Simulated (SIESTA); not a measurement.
The system is NiO.

```
CELL_PARAMETERS angstrom
0.00000 2.08590 2.08590
2.08590 0.00000 2.08590
2.08590 2.08590 0.00000
ATOMIC_POSITIONS crystal
Ni 0.00000 0.00000 0.00000
O 0.50000 0.50000 0.50000
```

Base run:

```yaml
Program: SIESTA 5.4.2
Functional: LDA
Potentials_or_basis: PseudoDojo 0.4 standard (LDA files)
Basis: DZP (energy shift 0.002 Ry)
Grid_cutoff: 800 Ry
Energy_shift: 0.002 Ry
k_mesh: 8 × 8 × 8
Occupations: fermi-dirac, width 0.05 eV
Spin: collinear spin, ferromagnetic start
Starting_moments: "[1.0, 0.0] μB"
```

Its results: band gap on the k mesh none (metal or under the smearing width); pressure -18.1 GPa; net moment 0.72 μB per cell; site moments Ni +0.60; O +0.12 μB.

Question: The run is repeated on the same cell with these changes: functional from LDA to PBE; potentials or basis from PseudoDojo 0.4 standard (LDA files) to PseudoDojo 0.4 standard (PBE files). What comes out?

Answer: Band gap on the k mesh none (metal or under the smearing width); pressure 7.1 GPa; net moment 1.82 μB per cell; site moments Ni +1.48; O +0.34 μB.

Caveats: semicore shells carry a single zeta, which can move pressures by several GPa and volumes by a few percent; the basis of atomic orbitals isn't converged, which shifts pressures, moduli and gaps; a cell with one magnetic atom can't hold antiferromagnetic order, which such compounds often take; semilocal functionals often make such compounds metallic where correlation or magnetic order opens a gap, which also shifts bond lengths; so large a pressure means that the cell lies far from this level's equilibrium, or that cutoff or potentials fall short (some runs); the basis holds too few empty states to meet the f-sum rule, so the spectrum is short of weight at high energy (some runs).
